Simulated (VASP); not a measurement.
# LiCl (P6_3mc) in VASP: single point with LDA

Aim: the single point of LiCl with LDA.

All numbers are computed with VASP 6.6.1; they aren't measurements. Logs are shortened: lines on timing, memory, paths and dates and some standing lists are left out, and cuts for length are marked.

## Step 1: The structure

Symmetry: P6_3mc, No. 186, hexagonal system. The conventional cell has a = 3.925 Å, b = 3.925 Å, c = 6.357 Å, α = 90.00°, β = 90.00°, γ = 120.00°. Li (site symmetry 3m) has 4 Cl at 2.40 Å as nearest neighbours. Cl (site symmetry 3m) has 4 Li at 2.40 Å as nearest neighbours.

Measurements of this composition are mostly on another form, of space group No. 225.

## Step 2: Single point, LDA

INCAR

```
  PREC = Accurate
  ENCUT = 520
  EDIFF = 1E-6
  ISMEAR = 0
  SIGMA = 0.05
  LREAL = False
  LASPH = True
  NELM = 60
  ALGO = Fast
  ISIF = 2
  LWAVE = False
  LCHARG = False
  NBANDS = 18
```

KPOINTS

```
regular mesh
0
Gamma
  9 9 4
```

POSCAR

```
LiCl
1.0
    3.9248822083      0.0000000000      0.0000000000
   -1.9624411042      3.3990476993      0.0000000000
    0.0000000000      0.0000000000      6.3571610000
Li Cl
2 2
Direct
    0.6666666667      0.3333333333      0.8760170000
    0.3333333333      0.6666666667      0.3760170000
    0.6666666667      0.3333333333      0.4989840000
    0.3333333333      0.6666666667      0.9989840000
```

Potentials or basis: VASP PAW LDA potentials, release 64 (Li_sv, Cl).

On the command line:

```console
$ cat potpaw_LDA.64/Li_sv/POTCAR potpaw_LDA.64/Cl/POTCAR > POTCAR
$ mpirun -np 1 vasp_std > vasp.out
```

OUTCAR:

```text
PREC = Accurate
   ENCUT = 520
   EDIFF = 1E-6
   ISMEAR = 0
   LREAL = False
   LASPH = True
   NELM = 60
   ISIF = 2

 ion  position               nearest neighbor table
   1  0.667  0.333  0.876-   3 2.40   4 2.40   4 2.40   4 2.40
   2  0.333  0.667  0.376-   4 2.40   3 2.40   3 2.40   3 2.40
   3  0.667  0.333  0.499-   1 2.40   2 2.40   2 2.40   2 2.40
   4  0.333  0.667  0.999-   2 2.40   1 2.40   1 2.40   1 2.40

  LATTYP: Found a hexagonal cell.
 ALAT       =     3.9248822083
 C/A-ratio  =     1.6197074619

  Lattice vectors:

 A1 = (   3.9248822083,   0.0000000000,   0.0000000000)
 A2 = (  -1.9624411042,   3.3990476993,   0.0000000000)
 A3 = (   0.0000000000,   0.0000000000,   6.3571610000)

Analysis of symmetry for initial positions (statically):
=====================================================================
 Subroutine PRICEL returns:
 Original cell was already a primitive cell.

 Routine SETGRP: Setting up the symmetry group for a
 hexagonal supercell.

 Subroutine GETGRP returns: Found 12 space group operations
 (whereof  6 operations were pure point group operations)
 out of a pool of 24 trial point group operations.

The static configuration has the point symmetry C_3v.
 The point group associated with its full space group is C_6v.

Analysis of symmetry for dynamics (positions and initial velocities):
=====================================================================
 Subroutine PRICEL returns:
 Original cell was already a primitive cell.

 Routine SETGRP: Setting up the symmetry group for a
 hexagonal supercell.

 Subroutine GETGRP returns: Found 12 space group operations
 (whereof  6 operations were pure point group operations)
 out of a pool of 24 trial point group operations.

The dynamic configuration has the point symmetry C_3v.
 The point group associated with its full space group is C_6v.

 Subroutine INISYM returns: Found 12 space group operations
 (whereof  6 operations are pure point group operations),
 and found     1 'primitive' translations

----------------------------------------------------------------------------------------

                                     Primitive cell

  volume of cell :      84.8100

  direct lattice vectors                    reciprocal lattice vectors
     3.924882208  0.000000000  0.000000000     0.254784716  0.147100025  0.000000000
    -1.962441104  3.399047699  0.000000000     0.000000000  0.294200049  0.000000000
     0.000000000  0.000000000  6.357161000     0.000000000  0.000000000  0.157302922

  length of vectors
     3.924882208  3.924882208  6.357161000     0.294200049  0.294200049  0.157302922

  position of ions in fractional coordinates (direct lattice)
     0.666666667  0.333333333  0.876017000
     0.333333333  0.666666667  0.376017000
     0.666666667  0.333333333  0.498984000
     0.333333333  0.666666667  0.998984000

  ion indices of the primitive-cell ions
   primitive index   ion index
                 1           1
                 2           2
                 3           3
                 4           4

----------------------------------------------------------------------------------------

 KPOINTS: regular mesh

Automatic generation of k-mesh.
 Grid dimensions read from file:
 generate k-points for:    9    9    4

 Generating k-lattice:

  Cartesian coordinates                     Fractional coordinates (reciprocal lattice)
     0.028309413  0.016344447  0.000000000     0.111111111 -0.000000000  0.000000000
     0.000000000  0.032688894  0.000000000     0.000000000  0.111111111  0.000000000
     0.000000000  0.000000000  0.039325730     0.000000000  0.000000000  0.250000000

  Length of vectors
     0.032688894  0.032688894  0.039325730

  Shift w.r.t. Gamma in fractional coordinates (k-lattice)
     0.000000000  0.000000000  0.000000000

 Subroutine IBZKPT returns following result:
 ===========================================

 Found     36 irreducible k-points:

 Following reciprocal coordinates:
            Coordinates               Weight
  0.000000  0.000000  0.000000      1.000000
  0.111111  0.000000  0.000000      6.000000
  0.222222 -0.000000  0.000000      6.000000
  0.333333  0.000000  0.000000      6.000000
  0.444444 -0.000000  0.000000      6.000000
  0.111111  0.111111  0.000000      6.000000
[... 16 lines left out ...]
  0.333333  0.222222  0.250000     24.000000
  0.333333  0.333333  0.250000      4.000000
 [... further k-points ...]
   k-points           NKPTS =     36   k-points in BZ     NKDIM =     36   number of bands    NBANDS=     18
   number of dos      NEDOS =    301   number of ions     NIONS =      4
   total plane-waves  NPLWV =  43200
   dimension x,y,z NGX =    30 NGY =   30 NGZ =   48
   dimension x,y,z NGXF=    60 NGYF=   60 NGZF=   96
   ions per type =               2   2
   NGX,Y,Z   is equivalent  to a cutoff of  12.71, 12.71, 12.55 a.u.
   NGXF,Y,Z  is equivalent  to a cutoff of  25.41, 25.41, 25.10 a.u.
 SYSTEM =  unknown system
   PREC   = accura    normal or accurate (medium, high low for compatibility)
   ISTART =      0    job   : 0-new  1-cont  2-samecut
   ICHARG =      2    charge: 1-file 2-atom 10-const
   ISPIN  =      1    spin polarized calculation?
   LNONCOLLINEAR =      F non collinear calculations
   LSORBIT =      F    spin-orbit coupling
   LASPH  =      T    aspherical Exc in radial PAW
   ENCUT  =  520.0 eV  38.22 Ry    6.18 a.u.   7.30  7.30 11.82*2*pi/ulx,y,z
   NELM   =     60;   NELMIN=  2; NELMDL= -5     # of ELM steps
   EDIFF  = 0.1E-05   stopping-criterion for ELM
   LREAL  =      F    real-space projection
   EDIFFG = 0.1E-04   stopping-criterion for IOM
   NSW    =      0    number of steps for IOM
   IBRION =     -1    ionic relax: 0-MD 1-quasi-New 2-CG
   NFREE  =      0    steps in history (QN), initial steepest desc. (CG)
   ISIF   =      2    stress and relaxation
   ISYM   =      2    0-nonsym 1-usesym 2-fastsym
   POTIM  = 0.5000    time-step for ionic-motion
   TEBEG  =    0.0;   TEEND  =   0.0 temperature during run
   PSTRESS=    0.0 pullay stress
   NELECT =      20.0000    total number of electrons
   NUPDOWN=      -1.0000    fix difference up-down
   EMIN   =  10.00;   EMAX   =-10.00  energy-range for DOS
   EFERMI =   0.00;   METHOD = LEGACY
   ISMEAR =     0;   SIGMA  =   0.05  broadening in eV -4-tet -1-fermi 0-gaus
   EFERMI_NEDOS =   21; number of points for ismear=-14 and -15
   IALGO  =     68    algorithm
   IMIX   =      4    mixing-type and parameters
     AMIX     =   0.40;   BMIX     =  1.00
     AMIX_MAG =   1.60;   BMIX_MAG =  1.00
  volume/ion in A,a.u.               =      21.20       143.08
  Fermi-wavevector in a.u.,A,eV,Ry     =   1.011430  1.911325 13.918631  1.022990
  Thomas-Fermi vector in A             =   2.144479
   LORBIT       =      0    0 simple, 1 ext, 2 COOP (PROOUT), +10 PAW based schemes
   GGA     = CA    functional components
   LHFCALC =     F    Hartree Fock is set to
   AEXX    =    0.0000 exact exchange contribution
   IVDW    =     0    specifies the selected vdW correction
   LEPSILON=     F    determine dielectric tensor
   LRPA    =     F    only Hartree local field effects (RPA)
 non-spin polarized calculation
 RMM-DIIS sequential band-by-band and
 Gauss-broadening in eV      SIGMA  =   0.05
  energy-cutoff  :      520.00
  volume of cell :       84.81
 maximum number of plane-waves:      2316
 NGX is ok and might be reduce to    30
   NGX = 15   NGY = 15   NGZ = 23

 number of electron      19.9999994 magnetization

 Free energy of the ion-electron system (eV)
  ---------------------------------------------------
  ext. energy  EPLUGINS =         0.00000000
  ---------------------------------------------------
  free energy    TOTEN  =       -15.96602321 eV

  energy without entropy =      -15.96602321  energy(sigma->0) =      -15.96602321

 E-fermi :  -1.1647     XC(G=0):  -8.0788

 val. band max:       -1.4958047386   @ k =   0.0000   0.0000   0.0000
 cond. band min:       4.0302625318   @ k =   0.0000   0.0000   0.0000
 fundamental gap:      5.5260672704
 Fermi energy:        -1.1647445454

 k-point     1 :       0.0000    0.0000    0.0000
  band No.  band energies     occupation
      1     -43.4200      2.00000
      2     -43.4184      2.00000
      3     -14.0873      2.00000
      4     -13.7955      2.00000
      5      -3.5391      2.00000
      6      -1.8286      2.00000
[... 10 lines left out ...]
     17       9.1449      0.00000
     18       9.1453      0.00000

 k-point     2 :       0.1111    0.0000    0.0000
  band No.  band energies     occupation
      1     -43.4199      2.00000
      2     -43.4183      2.00000
      3     -14.0601      2.00000
      4     -13.7828      2.00000
      5      -3.4743      2.00000
      6      -2.0184      2.00000
[... 10 lines left out ...]
     17       9.3188      0.00000
     18       9.3806      0.00000

 k-point     3 :       0.2222   -0.0000    0.0000
  band No.  band energies     occupation
      1     -43.4194      2.00000
      2     -43.4182      2.00000
      3     -13.9874      2.00000
      4     -13.7528      2.00000
      5      -3.2970      2.00000
      6      -2.4789      2.00000
[... 10 lines left out ...]
     17       9.2925      0.00000
     18      10.0093      0.00000

 k-point     4 :       0.3333    0.0000    0.0000
  band No.  band energies     occupation
      1     -43.4189      2.00000
      2     -43.4180      2.00000
      3     -13.8948      2.00000
      4     -13.7252      2.00000
      5      -3.1527      2.00000
      6      -2.8463      2.00000
[... 375 lines left out ...]
      4     -13.7368      2.00000
      5      -3.0597      2.00000
      6      -3.0343      2.00000
[... 10 lines left out ...]
     17       9.7819      0.00000
     18      10.3808      0.00000

 k-point    23 :       0.3333    0.2222    0.2500
  band No.  band energies     occupation
      1     -43.4183      2.00000
      2     -43.4181      2.00000
      3     -13.7753      2.00000
      4     -13.7290      2.00000
      5      -3.2219      2.00000
      6      -2.9680      2.00000
[... 10 lines left out ...]
     17      10.0715      0.00000
     18      10.7365      0.00000

 k-point    24 :       0.3333    0.3333    0.2500
  band No.  band energies     occupation
      1     -43.4181      2.00000
      2     -43.4181      2.00000
      3     -13.7411      2.00000
      4     -13.7411      2.00000
      5      -3.1588      2.00000
      6      -2.8637      2.00000
[... 10 lines left out ...]
     17      10.4049      0.00000
     18      10.8484      0.00000

 [... further k-points ...]

------------------------ aborting loop because EDIFF is reached ----------------------------------------

  FORCE on cell =-STRESS in cart. coord.  units (eV):
  Direction    XX          YY          ZZ          XY          YZ          ZX
  --------------------------------------------------------------------------------------
  -------------------------------------------------------------------------------------
  Total       -1.4418057     -1.4418057     -1.5300350      0.0000000      0.0000000      0.0000000
  in kB      -27.2376861    -27.2376861    -28.9044588      0.0000000      0.0000000      0.0000000
  external PRESSURE =     -27.7932770 kB  Pullay stress =       0.0000000 kB

 VOLUME and BASIS-vectors are now :
 -----------------------------------------------------------------------------
  energy-cutoff  :      520.00
  volume of cell :       84.81
      direct lattice vectors                 reciprocal lattice vectors
     3.924882208  0.000000000  0.000000000     0.254784716  0.147100025  0.000000000
    -1.962441104  3.399047699  0.000000000     0.000000000  0.294200049  0.000000000
     0.000000000  0.000000000  6.357161000     0.000000000  0.000000000  0.157302922

 POSITION                                       TOTAL-FORCE (eV/Angst)
 -----------------------------------------------------------------------------------
      1.96244      1.13302      5.56898        -0.000000     -0.000000      0.015879
     -0.00000      2.26603      2.39040         0.000000      0.000000      0.015879
      1.96244      1.13302      3.17212         0.000000      0.000000     -0.015879
     -0.00000      2.26603      6.35070        -0.000000      0.000000     -0.015879
 -----------------------------------------------------------------------------------
    total drift:                                0.000000      0.000000      0.000258

  FREE ENERGIE OF THE ION-ELECTRON SYSTEM (eV)
  ---------------------------------------------------
  free  energy   TOTEN  =       -15.9660232070 eV

  energy  without entropy=      -15.9660232070  energy(sigma->0) =      -15.96602321
```

Wall time 53 s (1 thread of Intel Xeon Platinum 8488C (Sapphire Rapids), shared host); peak memory 0.18 GiB.

Results:

* Free energy: -15.9660 eV
* Largest force: 0.016 eV/Å
* Band gap on the k mesh: 5.53 eV, direct

Forces in eV/Å, atoms in the order of the input:
```
Li   0.000  0.000  0.016
Li   0.000  0.000  0.016
Cl   0.000  0.000 -0.016
Cl   0.000  0.000 -0.016
```

Caveat: the cutoff is under 1.25 times the usual one of these potentials, so pressure, stress and relaxed cells hold a basis-set (Pulay) error; an odd mesh through Γ misses points on the zone boundary, where band edges often lie.
